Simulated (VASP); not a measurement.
Crystal: V.

```xyz
2
Lattice="2.5734 0.0000 0.0000 -1.2867 2.2286 0.0000 0.0000 0.0000 4.6451" Properties=species:S:1:pos:R:3 pbc="T T T"
V     0.0000    1.4858    1.1613
V     1.2867    0.7429    3.4838
```

This isn't the form of V at room conditions, which is bcc.

Base run:

```yaml
Program: VASP 6.6.1
Functional: PBEsol
Potentials_or_basis: VASP PAW PBE potentials, release 64 (V_sv)
Cutoff: 900 eV
k_mesh: 18 × 18 × 10
Occupations: gaussian, width 0.1 eV
Spin: no spin polarisation
```

Its results: band gap on the k mesh none (metal or under the smearing width); pressure 0.1 GPa.

Problem. The run is repeated on the same cell with these changes: functional from PBEsol to r2SCAN; cutoff from 900 eV to 520 eV. What comes out?

Solution. Band gap on the k mesh none (metal or under the smearing width); pressure 4.3 GPa.

Caveats: the PAW data sets were made with another functional, which shifts forces and pressure a little.

Not every run made on this cell is shown here.
